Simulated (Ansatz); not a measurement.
The system is FeO (Wuestite).

```
Fe O
1.0
     0.00000    2.15540    2.15540
     2.15540    0.00000    2.15540
     2.15540    2.15540    0.00000
Fe O
1 1
Direct
  0.00000 0.00000 0.00000
  0.50000 0.50000 0.50000
```

- Program: Ansatz 0.2.0
- Task: relaxation of cell and atoms
- Functional: RPBE
- Dispersion: D3(BJ)
- Potentials or basis: Ansatz PAW
- Cutoff: 420 eV (not typed: the program's choice for these potentials)
- k mesh: 11 × 11 × 11
- Occupations: fermi-dirac, width 0.05 eV
- Spin: collinear spin, ferromagnetic start
- Starting moments: [3.0, 0.0] μB

At the start: volume 10.01 Å³/atom.

**Question.** Where does the relaxation end?

**Answer.** It ends after 7 steps and the volume is 9.46 Å³/atom (-5.5 %); space group Fm-3m (No. 225, to 0.05 Å); moment 4.00 μB per cell.

Step by step:
```
step  energy change (eV)  largest force (eV/Å)  volume (Å³)
   1              0.0000                0.0000        20.03
   2             -0.0356                0.0000        19.32
   3             -0.0421                0.0000        18.91
   4             -0.0420                0.0000        18.95
   5             -0.0386                0.0000        18.95
   6             -0.0387                0.0000        18.93
   7             -0.0387                0.0000        18.93
```

Final structure:
```cif
data_structure
_symmetry_space_group_name_H-M 'P 1'
_symmetry_Int_Tables_number 1
_cell_length_a 2.9913
_cell_length_b 2.9913
_cell_length_c 2.9913
_cell_angle_alpha 60.000
_cell_angle_beta 60.000
_cell_angle_gamma 60.000
_cell_volume 18.93
loop_
_atom_site_label
_atom_site_type_symbol
_atom_site_fract_x
_atom_site_fract_y
_atom_site_fract_z
_atom_site_occupancy
Fe1 Fe 0.00000 0.00000 0.00000 1
O1 O 0.50000 0.50000 0.50000 1
```

Caveat: the plane-wave basis is chosen anew once the cell has moved, so the energies of steps on either side of that aren't comparable; the pressure holds a Pulay correction of +0.6 GPa for the finite cutoff; a cell with one magnetic atom can't hold antiferromagnetic order, which such compounds often take; the PAW data sets come from PBE, with cores solved anew for the run's functional, which leaves a small shift of forces and pressure.
